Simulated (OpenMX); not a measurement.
Crystal: ZrO2.

```xyz
6
Lattice="3.5961 0.0000 0.0000 0.0000 3.5961 0.0000 0.0000 0.0000 5.1770" Properties=species:S:1:pos:R:3 pbc="T T T"
Zr    1.7980    1.7980    2.5885
Zr    0.0000    0.0000    0.0000
O     1.7980    0.0000    4.1261
O     1.7980    0.0000    1.5376
O     0.0000    1.7980    3.6394
O     0.0000    1.7980    1.0509
```

| Property | Result |
| --- | --- |
| Program | OpenMX 3.8.5 |
| Task | single point |
| Functional | PBE |
| Potentials or basis | OpenMX 2013 PBE set, Zr7.0-s3p2d2, O6.0-s2p2d1, grid cutoff 400 Ry |
| k mesh | 7 × 7 × 5 |
| Occupations | fermi-dirac, width 0.05 eV |
| Spin | no spin polarisation |

On this cell: pressure 10.1 GPa; largest force 0.027 eV/Å; band gap on the k mesh 3.61 eV, indirect (least direct gap 3.61 eV).

The same run follows on a disturbed copy (atoms moved at random, drawn with an rms of 0.05 Å):

```
Zr O
1.0
     3.59610    0.00000    0.00000
     0.00000    3.59610    0.00000
     0.00000    0.00000    5.17700
Zr O
2 4
Direct
  0.50020 0.50230 0.49149
  0.99803 0.99036 0.99643
  0.49520 0.00148 0.78597
  0.49345 0.00460 0.29768
  0.99265 0.49712 0.69829
  0.98605 0.50142 0.21275
```

Task: What changes?

Result: The energy moves by +15.3 meV/atom; pressure 9.7 GPa; largest force 1.138 eV/Å; band gap on the k mesh 3.50 eV, indirect (least direct gap 3.51 eV).

Forces in eV/Å, atoms in the order of the input:
```
Zr  -0.230  0.068  0.772
Zr  -0.111  0.296 -0.239
O   -0.016 -0.142  0.827
O   -0.135 -0.219 -0.896
O    0.265  0.169  0.626
O    0.239 -0.174 -1.099
```

Caveats: an odd mesh through Γ misses points on the zone boundary, where band edges often lie; the basis of atomic orbitals isn't converged, which shifts pressures, moduli and gaps.
